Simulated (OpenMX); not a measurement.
Runs of OpenMX 3.8.5 on AlN. The structure is cubic, space group F-43m (No. 216). Conventional cell: a = 4.368 Å, b = 4.368 Å, c = 4.368 Å, α = 90.00°, β = 90.00°, γ = 90.00°. Al (site symmetry -43m) is surrounded by 4 N at 1.89 Å. Around N (site symmetry -43m) lie 4 Al at 1.89 Å. Measurements of this composition are mostly on another form, of space group No. 186.

```tsv
task	level	potentials or basis	grid points, held for all volumes	max SCF cycles	gap on the mesh (eV)	pressure (GPa)	V0 of scaled cells (Å³/atom)	B0 (GPa)
equation of state	LDA	OpenMX 2013 LDA set, Al7.0-s2p2d1, N6.0-s2p2d1, fixed grid of 30 × 30 × 30 points	30 × 30 × 30	-	-	-	10.21	213
band structure	PBE	OpenMX 2013 PBE set, Al7.0-s3p2d2, N6.0-s3p2d2, grid cutoff 400 Ry	-	100	3.41	(a)	-	-
band structure	PBE	OpenMX 2013 PBE set, Al7.0-s2p1d1, N6.0-s2p2, grid cutoff 400 Ry	-	100	3.43	5.4	-	-
equation of state	PBE	OpenMX 2013 PBE set, Al7.0-s2p1d1, N6.0-s2p2, fixed grid of 30 × 30 × 30 points	30 × 30 × 30	-	-	-	10.71	184
single point	PBE	OpenMX 2013 PBE set, Al7.0-s2p2d1, N6.0-s2p2d1, grid cutoff 400 Ry	-	100	3.39	(d)	-	-
equation of state	PBE	OpenMX 2013 PBE set, Al7.0-s2p2d1, N6.0-s2p2d1, fixed grid of 30 × 30 × 30 points	30 × 30 × 30	-	-	-	10.63	(c)
band structure	LDA	OpenMX 2013 LDA set, Al7.0-s2p2d1, N6.0-s2p2d1, grid cutoff 400 Ry	-	100	(b)	-4.0	-	-
```

Alike in all rows: no spin polarisation; cell as given; k mesh 11 × 11 × 11; smearing fermi-dirac 0.05 eV.

Problem. Estimate the missing entries.

Solution. (a) 3.3; (b) 3.30; (c) 195; (d) 4.0.

Caveats: the basis of atomic orbitals isn't converged, which shifts pressures, moduli and gaps; volumes in these bases differ from converged ones by about 1 %, for some elements by several (some runs); the mesh misses the band edges, which the band path finds closer together (some runs); an odd mesh through Γ misses points on the zone boundary, where band edges often lie (some runs).

Not every run made on this cell is shown here.
